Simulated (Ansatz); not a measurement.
# MoS2 in Ansatz: relaxation of cell and atoms with r2SCAN+D4

Aim: the relaxation of cell and atoms of MoS2 with r2SCAN+D4.

All numbers are computed with Ansatz 0.2.0; they aren't measurements. Logs are shortened: lines on timing, memory, paths and dates and some standing lists are left out, and cuts for length are marked.

## 1. The slab as given

The cell holds a slab with vacuum, 6 atoms: a = 3.185 Å, b = 3.185 Å, c = 21.671 Å, α = 90.00°, β = 90.00°, γ = 120.00°.

## 2. Relaxation of cell and atoms, r2SCAN+D4

File input.yaml:

```yaml
crystal:
  lattice:
    - [3.184541456, 0.0, 0.0]
    - [-1.592270728, 2.7578938003, 0.0]
    - [0.0, 0.0, 21.67053472]
  atoms:
    - { symbol: Mo, position: [0.3333333333, 0.6666666667, 0.85116023] }
    - { symbol: Mo, position: [0.6666666667, 0.3333333333, 0.14883977] }
    - { symbol: S, position: [0.6666666667, 0.3333333333, 0.77962539] }
    - { symbol: S, position: [0.3333333333, 0.6666666667, 0.077251] }
    - { symbol: S, position: [0.6666666667, 0.3333333333, 0.922749] }
    - { symbol: S, position: [0.3333333333, 0.6666666667, 0.22037461] }
hamiltonian:
  xc: r2scan
  pseudopotentials: { kind: paw }
  dispersion: d4
kpoints:
  mp_grid: { grid: [10, 10, 2] }
scf:
  occupations: { method: fermi_dirac, width: 0.05 }
output:
  forces: true
  stress: true
  write_density: true
  write_potential: true
  elf: true
  volumetric_format: npy
relax:
  f_tol: 0.01
  max_steps: 40
  cell: { stress_tol: 0.05 }
```

Potentials or basis: Ansatz PAW.

Command:

```
$ ansatz run input.yaml --threads 2 --pin off --max-ram 5120MiB --backend cpu --events-out ev --progress --plain --runs-dir out
```

The log of the run:

```text
Warning: RAYON_NUM_THREADS=2 ignored (pool sized by the plan → 2); use --threads N
Engine: ansatz 0.2.0, aarch64-unknown-linux-gnu
Pseudopotentials: kind: paw
Pseudopotential: Mo, paw, valence charge 14, recommended cutoff 500 eV (meta_gga), Mo.paw.azcp
Pseudopotential: S, paw, valence charge 6, recommended cutoff 500 eV (meta_gga), S.paw.azcp
Functional definition: r2SCAN
  parameter k0 = 0.174
  parameter k1 = 0.065
  parameter a1 = 4.9479
  exchange = r2scan_x(k0 = k0, k1 = k1, a1 = a1)
  correlation = r2scan_c
Crystal: 6 atoms, lattice volume = 190.324 Å³
Basis set: ecut = 500 eV, 4813 PW (Γ), exchange–correlation on 96×96×640 points (64 copies of the dense FFT grid, shifted against one another)
Bands: 32, of which v1, the nominal top of the filled ones, is band 26 counted from 1 (25 counted from 0)
Symmetry: 12 space group operations
Space group: P-3m1 (ITA 164), of the structure as read, at distance tolerance 5.8e-5 Å
k-points: 28 of 200
Non-local potential: Mo, projectors of the file, l = 0: 3, l = 1: 2, l = 2: 2, l = 3: 1
Non-local potential: S, projectors of the file, l = 0: 2, l = 1: 2, l = 2: 2
PAW form: soft (Blöchl's): semilocal exchange-correlation on the pseudo side does not see the compensation charge
PAW frozen core: Mo, regenerated for the run's functional (the file was generated under x = pbe(κ = 0.804, μ = 0.2195149727645171), c = pbe(β = 0.06672455060314922))
PAW frozen core: S, regenerated for the run's functional (the file was generated under x = pbe(κ = 0.804, μ = 0.2195149727645171), c = pbe(β = 0.06672455060314922))
PAW one-centre angular grid: Mo, 590 points (default); XC on 160 Gauss nodes
PAW one-centre angular grid: S, 302 points (default); XC on 160 Gauss nodes
Initial density: superposition of atomic densities (neutral atoms: chi_scale 0, normalization atom), corrected by the library's trained network
Initial wavefunctions: pseudopotential atomic-orbital guess
Functional: x = r2scan, c = r2scan; τ floored in thin density (d = 2e-4 eV/Å³)
SCF iter   1: F=—  HF=-13564.950202 eV  |F-HF|=—  |Δ(HF+E_count)|=         —  Δρ=7.45e-3  dr2=1.52e-1  dr2_τ=1.02e-1  ethr=1.77e-3  ⟨swp⟩=8.6  Hψ=4604  notcnv=0
preconditioner: auto → none  [insulator: Δε(μ)=1.508 eV  Ē_g=8.202 eV  σ=0.050 eV  W_gap=1.00  n_scr=14 (ndim 8)  ℏωp=16.1 eV  f_vac=0.414  D(μ)=0.00/eV (n_scr^D=0)  ε∞_Penn≈4.9]
SCF iter   2: F=—  HF=-13565.148985 eV  |F-HF|=—  |Δ(HF+E_count)|=   1.99e-1  Δρ=1.01e-2  dr2=1.08e0  dr2_τ=3.10e-2  ethr=2.93e-4  ⟨swp⟩=4.4  Hψ=2409  notcnv=0  defer=10  recentre
SCF iter   3: F=—  HF=-13565.031568 eV  |F-HF|=—  |Δ(HF+E_count)|=   1.17e-1  Δρ=4.87e-3  dr2=6.88e-2  dr2_τ=1.07e-3  ethr=2.93e-4  ⟨swp⟩=4.9  Hψ=2408  notcnv=0  defer=2
SCF iter   4: F=—  HF=-13565.032573 eV  |F-HF|=—  |Δ(HF+E_count)|=   1.00e-3  Δρ=3.10e-3  dr2=1.42e-2  dr2_τ=8.92e-4  ethr=1.32e-4  ⟨swp⟩=2.2  Hψ=1294  notcnv=0  defer=2
SCF iter   5: F=—  HF=-13565.036006 eV  |F-HF|=—  |Δ(HF+E_count)|=   3.43e-3  Δρ=1.11e-3  dr2=8.29e-4  dr2_τ=9.47e-5  ethr=2.73e-5  ⟨swp⟩=2.4  Hψ=1489  notcnv=0  defer=2
[... 89 lines left out ...]
SCF converged after 7 iterations
Free energy (F): -13565.046024 eV
Harris-Foulkes:  -13565.046024 eV  (|F-HF|=1.64e-11)
Internal energy: -13565.046024 eV  (E = F + TS)
E sigma→0 (E₀):  -13565.046024 eV
Entropy (-TS):   -0.000000 eV (-0.000 meV/atom)
Fermi energy:    4.305077 eV
--- Per-component energies (eV) ---
  E_band       = -710.457766
  E_kinetic    = 1309.508562
  E_local      = -24942.073459  (includes V_loc(G=0)·N_el)
  E_nonlocal   = 396.867089
  E_hartree    = 11836.948241
  E_xc         = -725.133853
  E_vxc        = -892.100252  (∫ρ·V_xc dr)
  E_paw        = -8871.673588  (= ΣΔE_a)
  E_vpaw       = -308.293717  (= ΣTr[D̂ρ^β])
  E_aug_tail   = 0.000018  (compensation charges beyond the density's cutoff)
  E_vtau       = 51.737680  (kinetic-family band-sum trace: ∫τ·v_τ [+ j·A + Jᵃ·Aᵃ] dr)
  E_ewald      = 7432.164803
  E_disp       = -0.772363  (pairwise vdW)
  E_core_change = -0.881474  (= ΣΔE_core)
  E_smearing   = -0.000000  (= −TS)
  E_closure    = 0.000000  (closes the sum)
  Σ components = -13565.046024   (vs F -13565.046024, Δ=0.00e0)
--- Forces (eV/Å), atoms counted from 1 ---
  atom   1  Mo     0.00000000    -0.00000000     0.00021806
  atom   2  Mo     0.00000000     0.00000000    -0.00021806
  atom   3  S     -0.00000000    -0.00000000    -0.00013252
  atom   4  S     -0.00000000     0.00000000     0.00219309
  atom   5  S      0.00000000    -0.00000000    -0.00219309
  atom   6  S     -0.00000000     0.00000000     0.00013252
  max |Σ_I F_I| component: 1.85e-17 eV/Å
--- Stress (GPa, compression-positive) ---
       -0.005817      -0.000000      -0.000000
       -0.000000      -0.005817       0.000000
        0.000000       0.000000      -0.008774
  P = ⅓ Tr σ = -0.0068 GPa (-0.068 kbar)
--- Band table (eV; the first three rows and the last of 28) ---
  k-point 0: bands = ["-59.6408", "-59.6408", "-33.0433", "-33.0432", "-32.8240", "-32.8240", "-32.8240", "-32.8240", "-11.7103", "-11.5984", "-10.3315", "-10.1490", "-2.9692", "-2.4976", "0.3724", "0.3724", "0.3780", "0.3780", "0.8078", "1.5263", "1.5263", "1.5452", "1.5452", "1.7973", "3.0362", "3.6489", "6.1330", "6.1330", "6.1464", "6.1464", "6.3641", "6.3641"]
  k-point 1: bands = ["-59.6408", "-59.6408", "-33.0433", "-33.0432", "-32.8240", "-32.8240", "-32.8240", "-32.8240", "-11.7103", "-11.5984", "-10.3315", "-10.1489", "-2.9692", "-2.4976", "0.3724", "0.3724", "0.3780", "0.3780", "0.8078", "1.5263", "1.5263", "1.5452", "1.5452", "1.7973", "3.0362", "3.6489", "6.1330", "6.1330", "6.1464", "6.1464", "6.3641", "6.3641"]
  k-point 2: bands = ["-59.6368", "-59.6368", "-33.0352", "-33.0351", "-32.8641", "-32.8641", "-32.8330", "-32.8330", "-11.5551", "-11.4442", "-10.2663", "-10.0920", "-2.7980", "-2.3289", "0.0447", "0.0557", "0.3530", "0.5301", "0.5391", "0.8349", "1.2869", "1.3085", "1.7864", "2.2097", "2.9878", "3.4471", "5.9894", "6.0106", "6.0229", "6.1262", "6.1773", "6.2642"]
  k-point 27: bands = ["-59.5935", "-59.5935", "-33.1491", "-33.1491", "-33.0581", "-33.0580", "-32.9487", "-32.9487", "-9.4654", "-9.4411", "-9.3632", "-9.3460", "-2.4616", "-2.3954", "-1.9393", "-1.8686", "-0.8620", "-0.8142", "-0.5777", "-0.4319", "-0.0379", "0.1618", "0.9482", "1.1150", "2.9922", "3.0560", "5.0785", "5.1085", "6.2622", "6.7036", "6.7620", "6.8762"]
--- Relaxed structure (5 steps of the walk, 4 accepted, 1 SCFs on fresh bases) ---
  F+E_penalty+E_count = -13565.04602369 eV   max|allowed force component| = 2.193e-3 eV/Å   (the final SCF, on the basis selected at the relaxed cell)
  cell:  # Å, volume = 186.4818 Å³
    - [3.174219913551123, 0.0, 0.0]
    - [-1.5871099567755615, 2.7489550823337177, 2.4931616082907118e-33]
    - [0.0, 1.9590364643174838e-32, 21.371341255682623]
  atoms:
    - { symbol: Mo, position: [0.33333333333333326, 0.6666666666666665, 0.8538569061755711] }
    - { symbol: Mo, position: [0.6666666666666665, 0.33333333333333326, 0.14614309382442897] }
    - { symbol: S, position: [0.6666666666666665, 0.33333333333333326, 0.7811619559159457] }
    - { symbol: S, position: [0.33333333333333326, 0.6666666666666665, 0.07344943459639709] }
    - { symbol: S, position: [0.6666666666666665, 0.33333333333333326, 0.9265505654036029] }
    - { symbol: S, position: [0.33333333333333326, 0.6666666666666665, 0.21883804408405438] }
```

rho_z.tsv:

```text
# z_ang	rho[e/angstrom^3]
# format = ansatz-planar-average/11
# lattice	3.174219914	0.000000000	0.000000000
# lattice	-1.587109957	2.748955082	0.000000000
# lattice	0.000000000	0.000000000	21.371341256
# sites	6
# site	42	-0.000000000	1.832636722	18.248067325
# site	42	1.587109957	0.916318361	3.123273930
# site	16	1.587109957	0.916318361	16.694478736
# site	16	0.000000000	1.832636722	1.569712932
# site	16	1.587109957	0.916318361	19.801628324
# site	16	0.000000000	1.832636722	4.676862520
0.000000	4.086700e-2
0.133571	4.464698e-2
0.267142	5.645363e-2
0.400713	7.791353e-2
0.534284	1.113146e-1
0.667854	1.589414e-1
[... 152 lines left out ...]
21.104199	5.645363e-2
21.237770	4.464698e-2
```

v_z.tsv:

```text
# z_ang	v_es[eV]	v_tot_of_output_density[eV]	v_es_of_output_density[eV]
# format = ansatz-planar-average/11
# xc	r2scan
# density_cutoff_ev	2000
# datasets	Mo=:simpson_from_first_knot:soft:shift=0	S=:simpson_from_first_knot:soft:shift=0
# lattice	3.174219914	0.000000000	0.000000000
# lattice	-1.587109957	2.748955082	0.000000000
# lattice	0.000000000	0.000000000	21.371341256
# sites	6
# site	42	-0.000000000	1.832636722	18.248067325
# site	42	1.587109957	0.916318361	3.123273930
# site	16	1.587109957	0.916318361	16.694478736
# site	16	0.000000000	1.832636722	1.569712932
# site	16	1.587109957	0.916318361	19.801628324
# site	16	0.000000000	1.832636722	4.676862520
0.000000	8.674960e0	3.635983e0	8.674961e0
0.133571	8.608194e0	3.281094e0	8.608195e0
0.267142	8.394746e0	2.612491e0	8.394747e0
0.400713	7.996722e0	1.569029e0	7.996724e0
0.534284	7.344247e0	3.752247e-2	7.344249e0
0.667854	6.305890e0	-1.917078e0	6.305892e0
[... 152 lines left out ...]
21.104199	8.394746e0	2.612491e0	8.394747e0
21.237770	8.608194e0	3.281094e0	8.608195e0
```

Run time: 64 s. Hardware: 2 threads of Arm Neoverse V2, shared host; peak memory 0.9 GiB.

Results:

| Item | Value |
| --- | --- |
| Free energy | -13565.0460 eV |
| Relaxed volume | 31.08 Å³/atom |
| Relaxed cell | a = 3.174 Å, b = 3.174 Å, c = 21.371 Å, α = 90.00°, β = 90.00°, γ = 120.00° |
| Space group after relaxing (to 0.05 Å) | P-3m1 (No. 164) |
| Energy gained by relaxing | 1.5 meV/atom |
| Ionic steps | 5 |
| Band gap on the k mesh | 1.43 eV, indirect (least direct gap 2.02 eV) |

Forces on the atoms (eV/Å):
```
Mo   0.000  0.000  0.000
Mo   0.000  0.000  0.000
S    0.000  0.000  0.000
S    0.000  0.000  0.002
S    0.000  0.000 -0.002
S    0.000  0.000  0.000
```

The path:
```tsv
step	energy change (eV)	largest force (eV/Å)	volume (Å³)
1	0.0000	0.0302	190.32
2	-0.0080	0.0263	188.18
3	-0.0091	0.0023	186.90
4	-0.0092	0.0022	186.48
5	-0.0087	0.0022	186.48
```

Final structure:
```yaml
crystal:
  lattice:
    - [3.17422, 0.00000, 0.00000]
    - [-1.58711, 2.74896, 0.00000]
    - [0.00000, 0.00000, 21.37134]
  atoms:
    - { symbol: Mo, position: [0.33333, 0.66667, 0.85386] }
    - { symbol: Mo, position: [0.66667, 0.33333, 0.14614] }
    - { symbol: S, position: [0.66667, 0.33333, 0.78116] }
    - { symbol: S, position: [0.33333, 0.66667, 0.07345] }
    - { symbol: S, position: [0.66667, 0.33333, 0.92655] }
    - { symbol: S, position: [0.33333, 0.66667, 0.21884] }
```

Caveat: the plane-wave basis is chosen anew once the cell has moved, so the energies of steps on either side of that aren't comparable; the PAW data sets come from PBE, with cores solved anew for the run's functional, which leaves a small shift of forces and pressure. r2SCAN opens gaps a little over a GGA but as a rule still falls short of measured ones.
